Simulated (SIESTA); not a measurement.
# SiNi (Pmmn) in SIESTA: equation of state, part 2 of 2

SIESTA 5.4.2.

## Step 6: Single point, PBE, collinear spin, ferromagnetic start, 11.74 Å³/atom

The input, SiNi.fdf:

```
SystemName                      SiNi
SystemLabel                     SiNi
NumberOfSpecies                 2
NumberOfAtoms                   4
%block ChemicalSpeciesLabel
  1  28 Ni
  2  14 Si
%endblock ChemicalSpeciesLabel

LatticeConstant                 1.0 Ang
%block LatticeVectors
     2.9814957675     0.0000000000     0.0000000000
     0.0000000000     3.3234926684     0.0000000000
     0.0000000000     0.0000000000     4.7389991708
%endblock LatticeVectors
AtomicCoordinatesFormat         Ang
%block AtomicCoordinatesAndAtomicSpecies
     1.4907478837     1.6617463342     1.6230863170  1
     0.0000000000     0.0000000000     3.1159128538  1
     1.4907478837     1.6617463342     3.9956547361  2
     0.0000000000     0.0000000000     0.7433444347  2
%endblock AtomicCoordinatesAndAtomicSpecies

%block kgrid.MonkhorstPack
    9   0   0  0.0
    0   8   0  0.0
    0   0   6  0.0
%endblock kgrid.MonkhorstPack
XC.Functional                   GGA
XC.Authors                      PBE
PAO.BasisSize                   DZP
PAO.EnergyShift                 0.003 Ry
Mesh.Cutoff                     800 Ry
Spin                            polarized
%block DM.InitSpin
    1   1.000
    2   1.000
    3   0.000
    4   0.000
%endblock DM.InitSpin
OccupationFunction              FD
ElectronicTemperature           0.05 eV
MaxSCFIterations                200
SCF.MustConverge                false
SCF.Mixer.Method                Pulay
SCF.Mixer.Weight                0.1
SCF.Mixer.History               10
SCF.DM.Tolerance                5.0e-05
SCF.H.Tolerance                 1.0e-03 eV
WriteForces                     true
Charge.Mulliken                 end
%block PAO.Basis
  Ni 5
  n=3 0 2
    2.432 0.000
  n=4 0 2
    7.095 0.000
  n=3 1 2
    2.716 0.000
  n=4 1 1
    7.095
  n=3 2 2
    4.466 0.000
%endblock PAO.Basis
```

Potentials or basis: PseudoDojo 0.4 standard (PBE files), DZP (energy shift 0.003 Ry; two zetas on semicore shells).

Launch:

```bash
> siesta SiNi.fdf > SiNi.out 2>&1
```

It took 5.1 min on 1 thread of Arm Neoverse V1, shared host; peak memory 0.51 GiB.

Results (log left out):

| Quantity | Value |
| --- | --- |
| Free energy | -9362.7224 eV |
| Pressure | -1.4 GPa |
| Largest force | 0.063 eV/Å |
| Band gap on the k mesh | none (metal or under the smearing width) |
| Net moment | 0.00 μB per cell |

Caveat: short orbitals over semicore shells can move pressures by several GPa; the basis of atomic orbitals isn't converged, which shifts pressures, moduli and gaps.

## Step 7: Single point, PBE, collinear spin, ferromagnetic start, 11.97 Å³/atom

Edit SiNi.fdf of step 6 so:

```diff
@@ -11,5 +11,5 @@
 %block LatticeVectors
-     2.9814957675     0.0000000000     0.0000000000
-     0.0000000000     3.3234926684     0.0000000000
-     0.0000000000     0.0000000000     4.7389991708
+     3.0004866984     0.0000000000     0.0000000000
+     0.0000000000     3.3446619823     0.0000000000
+     0.0000000000     0.0000000000     4.7691846927
 %endblock LatticeVectors
@@ -17,6 +17,6 @@
 %block AtomicCoordinatesAndAtomicSpecies
-     1.4907478837     1.6617463342     1.6230863170  1
-     0.0000000000     0.0000000000     3.1159128538  1
-     1.4907478837     1.6617463342     3.9956547361  2
-     0.0000000000     0.0000000000     0.7433444347  2
+     1.5002433492     1.6723309912     1.6334247251  1
+     0.0000000000     0.0000000000     3.1357599676  1
+     1.5002433492     1.6723309912     4.0211054524  2
+     0.0000000000     0.0000000000     0.7480792403  2
 %endblock AtomicCoordinatesAndAtomicSpecies
```

Potentials or basis: PseudoDojo 0.4 standard (PBE files), DZP (energy shift 0.003 Ry; two zetas on semicore shells).

Launch:

```bash
> siesta SiNi.fdf > SiNi.out 2>&1
```

SiNi.out:

```text
Version         : 5.4.2

[... 6 lines left out ...]
 NOTE: Please see the manual for full details and compatibility measures.

reinit: Reading from file SiNi.fdf

reinit: -----------------------------------------------------------------------
reinit: System Name: SiNi
reinit: -----------------------------------------------------------------------
reinit: System Label: SiNi
reinit: -----------------------------------------------------------------------

NOTE on units for spin output:
{S} is the spin magnetic moment, in units of the Bohr magneton,
assuming a g-factor for the electron spin of exactly 2.
The spin magnetic moment is then numerically equal to the charge inbalance,
in units of electrons, between the spin-up and -down channels.

initatom: Reading input for the pseudopotentials and atomic orbitals ----------
Species number:   1 Atomic number:   28 Label: Ni
Species number:   2 Atomic number:   14 Label: Si

Ground state valence configuration (from tables):   4s02  4p00  3d08  4f00
[... 725 lines left out ...]
              0.101   0.082   0.086   0.075   0.071
   4  2.256   0.642   0.050   0.195   0.355   0.106   0.181   0.093   0.219
              0.101   0.082   0.086   0.075   0.071

mulliken: Qtot =       22.000

mulliken: Spin DOWN

Species: Ni
Atom  Qatom  Qorb
               3s      3s      4s      4s      3py     3pz     3px     3py
               3pz     3px     4py     4pz     4px     3dxy    3dyz    3dz2
               3dxz    3dx2-y2 3dxy    3dyz    3dz2    3dxz    3dx2-y2
   1  8.744   0.964   0.015  -0.138   0.092   0.990   0.990   0.991   0.016
              0.016   0.016   0.151   0.165   0.146   0.898   0.954   0.941

              0.966   1.039  -0.080  -0.105  -0.084  -0.097  -0.102
   2  8.744   0.964   0.015  -0.138   0.092   0.990   0.990   0.991   0.016
              0.016   0.016   0.151   0.165   0.146   0.898   0.954   0.941

              0.966   1.039  -0.080  -0.105  -0.084  -0.097  -0.102

Species: Si
Atom  Qatom  Qorb
               3s      3s      3py     3pz     3px     3py     3pz     3px
               3Pdxy   3Pdyz   3Pdz2   3Pdxz   3Pdx2-y2
   3  2.256   0.642   0.050   0.195   0.355   0.106   0.181   0.093   0.219
              0.101   0.082   0.086   0.075   0.071
   4  2.256   0.642   0.050   0.195   0.355   0.106   0.181   0.093   0.219
              0.101   0.082   0.086   0.075   0.071

mulliken: Qtot =       22.000

Mulliken Atomic Populations:
Atom #   charge [q] valence [e]      Sz [e]  Species
     1     0.512762   17.487238    0.000003  Ni
     2     0.512760   17.487240    0.000003  Ni
     3    -0.512761    4.512761    0.000023  Si
     4    -0.512761    4.512761    0.000023  Si
 Total    -0.000000                0.000052

Job completed
```

It took 4.9 min on 1 thread of Arm Neoverse V1, shared host; peak memory 0.5 GiB.

Results:

- Free energy: -9362.7050 eV
- Pressure: -4.7 GPa
- Largest force: 0.094 eV/Å
- Band gap on the k mesh: none (metal or under the smearing width)
- Net moment: 0.00 μB per cell

Caveat: short orbitals over semicore shells can move pressures by several GPa; the basis of atomic orbitals isn't converged, which shifts pressures, moduli and gaps.

## Step 8: Equation of state, PBE, collinear spin, ferromagnetic start

This step only gathers the single runs of the series.

Results:

- Equilibrium volume: 11.65 Å³/atom
- Bulk modulus at fixed shape and positions: 191 GPa
- Pressure derivative of the bulk modulus: 4.3

Energy against volume, from the lowest point:
```tsv
volume (Å³/atom)	energy (meV/atom)
10.611	65.35
10.837	38.44
11.062	19.30
11.288	6.85
11.514	0.61
11.740	0.00
11.965	4.34
```

Caveat: short orbitals over semicore shells can move pressures by several GPa; the cell was scaled at fixed shape and fractional positions, which overstates the stiffness of a crystal with free parameters, most of all of layers and chains; the basis of atomic orbitals isn't converged, which shifts pressures, moduli and gaps.
